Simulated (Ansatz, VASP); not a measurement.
Given: the input of a run of VASP 6.6.1 on BP.

The input INCAR:

```
ALGO = Normal
EDIFF = 1E-6
EDIFFG = -0.01
ENCUT = 600
GGA = PE
IBRION = 2
ISIF = 3
ISMEAR = -1
LASPH = True
LCHARG = False
LREAL = False
LWAVE = False
NELM = 100
NSW = 80
PREC = Accurate
SIGMA = 0.05
```

The input KPOINTS:

```
k-points
0
Gamma
  10 10 10
```

POSCAR

```
BP
1.0
    0.0000000000      2.2690000000      2.2690000000
    2.2690000000      0.0000000000      2.2690000000
    2.2690000000      2.2690000000      0.0000000000
P B
1 1
Direct
    0.7500000000      0.7500000000      0.7500000000
    0.0000000000      0.0000000000      0.0000000000
```

Potentials or basis: VASP PAW PBE potentials, release 64 (P, B).

The run is started by

```console
$ cat potpaw_PBE.64/P/POTCAR potpaw_PBE.64/B/POTCAR > POTCAR
$ mpirun -np 1 vasp_std > vasp.out
```

Task: Translate it to Ansatz 0.2.0. Potentials there: all-electron LAPW, scalar-relativistic.

Result: As run (the cutoff follows the program's own potentials):

input.yaml

```yaml
crystal:
  lattice:
    - [0.0, 2.269, 2.269]
    - [2.269, 0.0, 2.269]
    - [2.269, 2.269, 0.0]
  atoms:
    - { symbol: P, position: [0.75, 0.75, 0.75] }
    - { symbol: B, position: [0.0, 0.0, 0.0] }
kpoints:
  mp_grid: { grid: [10, 10, 10] }
scf:
  occupations: { method: fermi_dirac, width: 0.05 }
hamiltonian:
  xc: pbe
  pseudopotentials: { kind: all_electron, lapw: { basis_error: 0.001 } }
output:
  forces: true
  stress: true
relax:
  f_tol: 0.01
  max_steps: 60
  cell: {}
```

Potentials or basis: all-electron LAPW, scalar-relativistic.

Launch:

```console
$ ansatz run input.yaml --threads 1 --pin off --max-ram 3072MiB --backend cpu --events-out ev --progress --plain --runs-dir out
```

Both were run:

|  | VASP | Ansatz | Ansatz less VASP |
| --- | --- | --- | --- |
| relaxed volume (Å³/atom) | 11.75 | 11.76 | +0.014 |
| relaxed cell length with the largest relative difference (Å) | 3.215 | 3.216 | +0.0013 |

Ansatz ran all-electron here, so the differences hold the error of VASP's frozen core and of both bases.

A k mesh can miss the band edges. As with any semilocal functional, this PBE gap is likely too small. PBE usually gives volumes a little too large and moduli too small.
